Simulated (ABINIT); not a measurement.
Crystal: Al2Pt.

```
Pt Al
1.0
     0.00000    2.95500    2.95500
     2.95500    0.00000    2.95500
     2.95500    2.95500    0.00000
Pt Al
1 2
Direct
  0.00000 0.00000 0.00000
  0.75000 0.75000 0.75000
  0.25000 0.25000 0.25000
```

| Item | Value |
| --- | --- |
| Program | ABINIT 10.8.3 (patched build) |
| Task | relaxation of cell and atoms |
| Functional | LDA |
| Potentials or basis | JTH PAW LDA v2.0 |
| Cutoff | 435 eV |
| k mesh | 6 × 6 × 6 |
| Occupations | fermi-dirac, width 0.05 eV |
| Spin | no spin polarisation |

At the start: pressure -4.1 GPa; volume 17.20 Å³/atom.

Q: How do energy, volume and symmetry change on relaxing?

A: Over 4 steps the energy falls by 6.7 meV/atom and the volume is 16.70 Å³/atom (-2.9 %); space group Fm-3m (No. 225, to 0.05 Å).

The path:
| step | energy change (eV) | largest force (eV/Å) | pressure (GPa) | volume (Å³) |
| --- | --- | --- | --- | --- |
| 1 | 0.0000 | 0.0000 | -4.12 | 51.61 |
| 2 | -0.0133 | 0.0000 | -2.45 | 50.96 |
| 3 | -0.0201 | 0.0000 | 0.10 | 50.05 |
| 4 | -0.0201 | 0.0000 | 0.00 | 50.09 |

Final structure:
```
CELL_PARAMETERS angstrom
0.00000 2.92569 2.92569
2.92569 0.00000 2.92569
2.92569 2.92569 0.00000
ATOMIC_POSITIONS crystal
Pt 0.00000 0.00000 0.00000
Al 0.75000 0.75000 0.75000
Al 0.25000 0.25000 0.25000
```
